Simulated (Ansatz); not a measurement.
# BaHfO3: the cost of one run

Method: DFT PBE, scalar-relativistic, plane waves, PAW, in Ansatz 0.2.0.

## 1. The starting structure

The structure is hexagonal, space group P6_3/mmc (No. 194). Conventional cell: a = 6.164 Å, b = 6.164 Å, c = 5.178 Å, α = 90.00°, β = 90.00°, γ = 120.00°. Ba (site symmetry -6m2) is surrounded by 12 O at 3.08 to 3.14 Å. Hf (site symmetry -3m) is surrounded by 6 O at 2.20 Å. O (site symmetry mm2) is surrounded by 2 Hf at 2.20 Å and 4 Ba at 3.08 to 3.14 Å.

Structure file:

```xyz
10
Lattice="6.1637 0.0000 0.0000 -3.0819 5.3380 0.0000 0.0000 0.0000 5.1775" Properties=species:S:1:pos:R:3 pbc="T T T"
Ba    0.0000    3.5586    3.8832
Ba    3.0819    1.7793    1.2944
Hf    0.0000    0.0000    0.0000
Hf    0.0000    0.0000    2.5888
O     3.0819    3.5586    3.8832
O     1.5409    0.8897    3.8832
O     4.6228    0.8897    3.8832
O     0.0000    1.7793    1.2944
O     1.5409    4.4483    1.2944
O    -1.5409    4.4483    1.2944
```

The cell is invented: perovskite family, AX3 layers stacked AB|A (P6_3/mmc, No. 194). Lengths come from tabulated atomic sizes and are only a guess.

## 2. A first look at the guess

Input file input.yaml:

```yaml
crystal:
  lattice:
    - [6.16374, 0.0, 0.0]
    - [-3.08187, 5.33795542, 0.0]
    - [0.0, 0.0, 5.1775416]
  atoms:
    - { symbol: Ba, position: [0.33333333, 0.66666667, 0.75] }
    - { symbol: Ba, position: [0.66666667, 0.33333333, 0.25] }
    - { symbol: Hf, position: [0.0, 0.0, 0.0] }
    - { symbol: Hf, position: [0.0, 0.0, 0.5] }
    - { symbol: O, position: [0.83333333, 0.66666667, 0.75] }
    - { symbol: O, position: [0.33333333, 0.16666667, 0.75] }
    - { symbol: O, position: [0.83333333, 0.16666667, 0.75] }
    - { symbol: O, position: [0.16666667, 0.33333333, 0.25] }
    - { symbol: O, position: [0.66666667, 0.83333333, 0.25] }
    - { symbol: O, position: [0.16666667, 0.83333333, 0.25] }
basis:
  ecutwfc: 420
kpoints:
  mp_grid: { grid: [3, 3, 4] }
hamiltonian:
  xc: pbe
scf:
  occupations: { method: gaussian, width: 0.1 }
  lower_state_search: "off"
output:
  forces: true
  stress: true
  eigenvalues: true
```

Run with:

```sh
ansatz run input.yaml --threads 1 --pin off --max-ram 2560MiB --backend cpu --events-out ev --progress --plain --runs-dir out
```

What time and memory should one allow on 1 thread of Arm Neoverse V1, shared host?

About 8 s, with a peak of 0.46 GiB.
